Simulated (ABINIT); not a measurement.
A run of ABINIT 10.8.3 (patched build) is set up as follows.

The input run.abi:

```
# Pseudopotentials
pp_dirpath "./"
pseudos "Sn.GGA_PBE-JTH.xml, O.GGA_PBE-JTH.xml"

# Structure
acell 5.8525749818 5.8525749818 5.8525749818 Angstrom
rprim
    -0.3417416466     0.3417416466     0.8754571914
     0.3417416466    -0.3417416466     0.8754571914
     0.3417416466     0.3417416466    -0.8754571914
ntypat 2
znucl 50 8
natom 6
typat 1 1 2 2 2 2
xred
     0.0000000000     0.0000000000     0.0000000000
     0.7500000000     0.2500000000     0.5000000000
     0.5465225900     0.0465225900     0.5000000000
     0.2034774100     0.2034774100     0.0000000000
     0.9534774100     0.4534774100     0.5000000000
     0.7965225900     0.7965225900     0.0000000000
chkprim 0
chksymtnons 0
tolsym 1.0e-6

# Plane-wave basis
ecut 23.0
pawecutdg 45.0
pawxcdev 0
pawovlp -1

# k points
kptopt 1
ngkpt 4 4 4
nshiftk 1
shiftk 0.0 0.0 0.0

# Exchange and correlation
ixc -116133

# Bands and occupations
nband 32
occopt 3
tsmear 0.00183747

# SCF cycle
nstep 100
tolvrs 1.0e-9

# Output
iomode 3
prtwf 0
prtden 0
prteig 0
prtebands 0
prtvol 2

# Relaxation
ionmov 2
ntime 60
tolmxf 0.0002
optcell 2
dilatmx 1.08
ecutsm 0.5
```

Potentials or basis: JTH PAW PBE v2.0.

The run is started by

```bash
$ abinit run.abi > log 2>&1
```

(1) Predict the relaxed cell.

(2) Predict the space group after relaxing (to 0.05 Å).

## Answers

(1) a = 5.854 Å, b = 5.854 Å, c = 5.854 Å, α = 139.99°, β = 139.99°, γ = 57.87°.

(2) I4_1/amd (No. 141).

Caveat: the k mesh is coarse (spacing up to 0.56 Å⁻¹), so the values aren't converged; the atomic spheres overlap.
